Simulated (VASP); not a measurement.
Here is a VASP 6.6.1 calculation.

INCAR

```
SYSTEM = I
PREC = Accurate ; ENCUT = 600
EDIFF = 1E-7 ; ISMEAR = 1
SIGMA = 0.1 ; LREAL = .False.
LASPH = .True. ; NELM = 80
ALGO = Normal ; ISIF = 3
LWAVE = .False. ; LCHARG = .False.
GGA = CA ; IBRION = 2
NSW = 90 ; EDIFFG = -0.005
PSTRESS = 320.0
```

The input KPOINTS:

```
regular mesh
0
Gamma
  18 18 18
  0 0 0
```

POSCAR

```
I                                       
1.0
   -1.4878124429      1.4848008056      2.4979988644
    1.4878124429     -1.4848008056      2.4979988644
    1.4878124429      1.4848008056     -2.4979988644
  I             
     1
Direct
     0.0000000000000000    0.0000000000000000    0.0000000000000000
```

Potentials or basis: VASP PAW LDA potentials, release 64 (I).

Command:

```sh
$ cat potpaw_LDA.64/I/POTCAR > POTCAR
$ mpirun -np 1 vasp_std > vasp.out
```

Estimate the relaxed volume.

22.08 Å³/atom.

Predict the space group after relaxing (to 0.05 Å).

I4/mmm (No. 139).

Estimate the relaxed cell.

a = 3.265 Å, b = 3.265 Å, c = 3.265 Å, α = 125.83°, β = 125.88°, γ = 80.13°.

What does it give for the band gap on the k mesh?

None (metal or under the smearing width).

Final structure:
```
I
1.0
    -1.48684    1.48557    2.49898
     1.48684   -1.48557    2.49898
     1.48684    1.48557   -2.49898
I
1
Direct
  0.00000 0.00000 0.00000
```

Caveat: the cell is relaxed towards a set pressure, so the enthalpy falls and the energy may rise; an odd number of electrons without spin polarisation forces a metal; a magnetic or distorted state may lie lower. The run has no spin-orbit coupling, so splittings on I are missing.
